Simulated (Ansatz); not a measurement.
# BaO: the cost of one run

Program: Ansatz 0.2.0. Level of theory: DFT LDA, scalar-relativistic. These are calculated values, not measurements.

## Step 1: The structure to begin with

The structure is cubic, space group Fm-3m (No. 225). The conventional cell has a = 5.500 Å, b = 5.500 Å, c = 5.500 Å, α = 90.00°, β = 90.00°, γ = 90.00°. Ba (site symmetry m-3m) has 6 O at 2.75 Å as nearest neighbours. Around O (site symmetry m-3m) lie 6 Ba at 2.75 Å.

Coordinates:

```
Ba O
1.0
     0.00000    2.75000    2.75000
     2.75000    0.00000    2.75000
     2.75000    2.75000    0.00000
Ba O
1 1
Direct
  0.00000 0.00000 0.00000
  0.50000 0.50000 0.50000
```

Atoms are numbered in the order of the input: Ba1, O2.

## Step 2: Volume × 0.94, LAPW

Contents of input.yaml:

```yaml
crystal:
  lattice:
    - [0.0, 2.693861799, 2.693861799]
    - [2.693861799, 0.0, 2.693861799]
    - [2.693861799, 2.693861799, 0.0]
  atoms:
    - { symbol: Ba, position: [0.0, 0.0, 0.0] }
    - { symbol: O, position: [0.5, 0.5, 0.5] }
kpoints:
  mp_grid: { grid: [8, 8, 8] }
  band_path:
    path:
      - [0.0, 0.0, 0.0]
      - [0.5, 0.0, 0.5]
      - [0.625, 0.25, 0.625]
      - [0.375, 0.375, 0.75]
      - [0.0, 0.0, 0.0]
      - [0.5, 0.5, 0.5]
      - [0.5, 0.25, 0.75]
      - [0.5, 0.0, 0.5]
    npoints: 5
scf:
  occupations: { method: fermi_dirac, width: 0.02 }
hamiltonian:
  xc: lda
  pseudopotentials: { kind: all_electron, lapw: { basis_error: 0.0005 } }
output:
  forces: true
  stress: true
  eigenvalues: true
```

Command:

```bash
$ ansatz run input.yaml --threads 1 --pin off --max-ram 3072MiB --backend cpu --events-out ev --progress --plain --runs-dir out
```

Q: Estimate wall time and peak memory on 1 thread of Intel Xeon Platinum 8488C (Sapphire Rapids), shared host.

About 6.4 s, with a peak of 0.32 GiB.
